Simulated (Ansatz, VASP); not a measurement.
Given: the input of a run of VASP 6.6.1 on WS.

INCAR

```
SYSTEM = WS
PREC     = Accurate       ! precision mode
ENCUT    = 520            ! plane-wave cutoff, eV
EDIFF    = 1E-7           ! SCF threshold, eV
ISMEAR   = -1             ! smearing method
SIGMA    = 0.05           ! smearing width, eV
LREAL    = .False.        ! projectors in reciprocal space
LASPH    = .True.         ! aspherical terms in the spheres
NELM     = 80             ! most SCF steps
ALGO     = Normal         ! electronic algorithm
ISIF     = 2              ! what is computed and relaxed
LWAVE    = .False.        ! write WAVECAR
LCHARG   = .False.        ! write CHGCAR
GGA      = PE             ! functional
NBANDS   = 17             ! bands
```

KPOINTS

```
Automatic mesh
0
Gamma
  9 9 9
  0 0 0
```

The input POSCAR:

```
WS
1.0
    3.0668832124      0.0000000000      0.0000000000
    0.0000000000      3.0668832124      0.0000000000
    0.0000000000      0.0000000000      3.0668832124
W S
1 1
Direct
    0.5000000000      0.5000000000      0.5000000000
    0.0000000000      0.0000000000      0.0000000000
```

Potentials or basis: VASP PAW PBE potentials, release 64 (W_sv, S).

Run with:

```console
$ cat potpaw_PBE.64/W_sv/POTCAR potpaw_PBE.64/S/POTCAR > POTCAR
$ mpirun -np 1 vasp_std > vasp.out
```

**Question.** Set up the same calculation for Ansatz 0.2.0. Potentials there: Ansatz PAW.

**Answer.** As run (the cutoff follows the program's own potentials):

File input.yaml:

```yaml
crystal:
  lattice:
    - [3.0668832124, 0.0, 0.0]
    - [0.0, 3.0668832124, 0.0]
    - [0.0, 0.0, 3.0668832124]
  atoms:
    - { symbol: W, position: [0.5, 0.5, 0.5] }
    - { symbol: S, position: [0.0, 0.0, 0.0] }
hamiltonian:
  xc: pbe
  pseudopotentials: { kind: paw }
kpoints:
  mp_grid: { grid: [9, 9, 9] }
scf:
  occupations: { method: fermi_dirac, width: 0.05 }
output:
  forces: true
  stress: true
  eigenvalues: true
```

Potentials or basis: Ansatz PAW.

The run is started by

```bash
$ ansatz run input.yaml --threads 1 --pin off --max-ram 3584MiB --backend cpu --events-out ev --progress --plain --runs-dir out
```

Both were run:

|  | VASP | Ansatz | Ansatz less VASP |
| --- | --- | --- | --- |
| gap on the k mesh at the Fermi level (eV) | none | none | - |
| pressure (GPa) | -11.7 | -12.0 | -0.30 |

A gap of «none» marks a metal or a gap that the smearing closes. The functional is the same, so the differences come from potentials, cutoffs and numerics.

The runs have no spin-orbit coupling, so splittings on W are missing.
